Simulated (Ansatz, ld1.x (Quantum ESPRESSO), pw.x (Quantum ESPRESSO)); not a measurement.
From atom to crystal: PAW potential for sulfur (S)

S, PAW, made with ld1.x (Quantum ESPRESSO) 7.5 (PBE, scalar-relativistic). Core [Ne], reference 3s1.75 3p4.25. Waves: 3s (bound): rcut 1.15, rcutus 1.45 bohr; 3s channel at 0.05 Ry: rcut 1.15, rcutus 1.45 bohr; 3p (bound): rcut 1.45, rcutus 1.75 bohr; 3p channel at 1.45 Ry: rcut 1.45, rcutus 1.75 bohr. Local part: all-electron potential smoothed inside 1.30 bohr (lloc = -1). Core correction: Bessel-smoothed model core, default radius (core density twice the valence density). Augmentation charge: PSQ, inside the norm-conserving radii.

Crystal test: sc S in pw.x 7.5, no spin, 13³ k-points, Fermi–Dirac smearing 0.01 Ry, cutoffs 40/320 Ry. The reference is all-electron LAPW (Ansatz 0.2.0) with the same functional, mesh and smearing; V0 and B0 come from Birch–Murnaghan fits to the pressures at five volumes. Errors are pseudo minus all-electron; Δ is the rms difference of the E(V) curves that follow from these fits, minima aligned, over ±6 % about the mean V0. Mesh and smearing are coarse, so the numbers serve the comparison and aren't converged zero-temperature values; the lattice is a test structure that the element need not adopt.

All-electron: a0 = 2.585 Å (V0 = 17.27 Å³/atom), B0 = 83.6 GPa.

Q: How far does the potential miss the all-electron equation of state?

A: mean pressure error (GPa): +2.61; a0 (Å): 2.611; a0 error (%): +1.01; B0 error (%): +0.4; Δ (meV/atom): 9.7. This is a poor potential for the solid.

```tsv
V (Å³/atom)	P all-electron (GPa)	P pseudo (GPa)
16.550	3.92	7.07
16.985	1.46	4.33
17.421	-0.69	1.93
17.857	-2.58	-0.26
18.292	-4.24	-2.14
```

Q: At the middle volume, how do free energy and pressure move when the wave cutoff is lowered (ecutrho held at 320 Ry)?

A:

| cutoff (Ry) | shift of F (meV/atom) | shift of P (GPa) |
| --- | --- | --- |
| 18 | +115.1 | -3.77 |
| 24 | +23.5 | -0.49 |
| 32 | +5.5 | -0.07 |

The run at the middle volume (84 k-points, 6 iterations) took about 5 s on one core of a shared host (Neoverse-N1, 64 threads, 498 GiB, load 63).
